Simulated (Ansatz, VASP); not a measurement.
# One calculation of C3N, two programs

```
C N
1.0
     2.73773    0.00000    0.00000
     0.00000    2.73773    0.00000
     0.00000    0.00000    4.37822
C N
3 1
Cartesian
  1.3689 1.3689 3.6848
  0.0000 0.0000 2.1891
  1.3689 1.3689 0.6934
  0.0000 0.0000 0.0000
```

Change from the starting cell: species swapped into the Ho3Mg type (P4/mmm, No. 123).

Alike in both runs: functional PBE; k mesh 6 × 6 × 4; occupations gaussian, width 0.1 eV; no spin polarisation.

Ansatz relaxed the structure, and its values are those at the end. VASP's run is a single point on that final structure, the one shown.

|  | VASP | Ansatz |
| --- | --- | --- |
| version | VASP 6.6.1 | Ansatz 0.2.0 |
| potentials or method | VASP PAW PBE potentials, release 64 (C, N) | scalar-relativistic, plane waves, PAW |
| plane-wave cutoff (eV) | 520 | 420 |
| valence electrons in the cell | 17 | 17 |

```tsv
	VASP	Ansatz	Ansatz less VASP
gap on the k mesh at the Fermi level (eV)	none	none	-
pressure (GPa)	0.3	0.1	-0.20
rms of the force components (eV/Å)	0.037	0.001	-0.0368
```

A gap of «none» marks a metal or a gap that the smearing closes.

Caveats: the k mesh is coarse (spacing up to 0.38 Å⁻¹), so the values aren't converged.
